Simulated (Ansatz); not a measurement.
Theory: DFT PBE, scalar-relativistic, plane waves, PAW (Ansatz). Settings: cutoff 420 eV, Γ-centred meshes spaced at most about 0.3 Å⁻¹, and about 0.25 Å⁻¹ or finer for metals (2π included), Gaussian smearing. No spin polarisation in the final relaxations.

These are static total energies at zero pressure. All come from trial cells, and lower structures may exist.

Problem. Which of these relaxed structures of Sn is the lowest in energy?
A.

```cif
data_structure
_symmetry_space_group_name_H-M 'Pm-3m'
_symmetry_Int_Tables_number 221
_cell_length_a 6.0920
_cell_length_b 6.0920
_cell_length_c 6.0920
_cell_angle_alpha 90.000
_cell_angle_beta 90.000
_cell_angle_gamma 90.000
_cell_volume 226.09
loop_
_atom_site_label
_atom_site_type_symbol
_atom_site_symmetry_multiplicity
_atom_site_Wyckoff_symbol
_atom_site_fract_x
_atom_site_fract_y
_atom_site_fract_z
_atom_site_occupancy
Sn1 Sn 3 c 0.50000 0.50000 0.00000 1
Sn2 Sn 1 b 0.50000 0.50000 0.50000 1
Sn3 Sn 3 d 0.50000 0.00000 0.00000 1
```

B.

```cif
data_structure
_symmetry_space_group_name_H-M 'P-6m2'
_symmetry_Int_Tables_number 187
_cell_length_a 4.3674
_cell_length_b 4.3674
_cell_length_c 6.5205
_cell_angle_alpha 90.000
_cell_angle_beta 90.000
_cell_angle_gamma 120.000
_cell_volume 107.71
loop_
_atom_site_label
_atom_site_type_symbol
_atom_site_symmetry_multiplicity
_atom_site_Wyckoff_symbol
_atom_site_fract_x
_atom_site_fract_y
_atom_site_fract_z
_atom_site_occupancy
Sn1 Sn 2 i 0.66667 0.33333 0.74390 1
Sn2 Sn 1 a 0.00000 0.00000 0.00000 1
```

Solution. B. It has space group P-6m2 (No. 187); the next, A, with space group Pm-3m (No. 221), lies 20 meV/atom higher. Counting all near atoms (those within 1.25 times the shortest distance at each site; a slash parts the counts of unlike sites), the lowest has Sn 5/6 and the next has Sn 4/6.

Cells relaxed within their symmetry can be saddle points. The part of the Crystallography Open Database at hand lists Sn in space groups No. 15, 139, 141, 225, 227; no cell shown has one of them. Some candidate types were left out of the draw beforehand, so a known form may be missing.
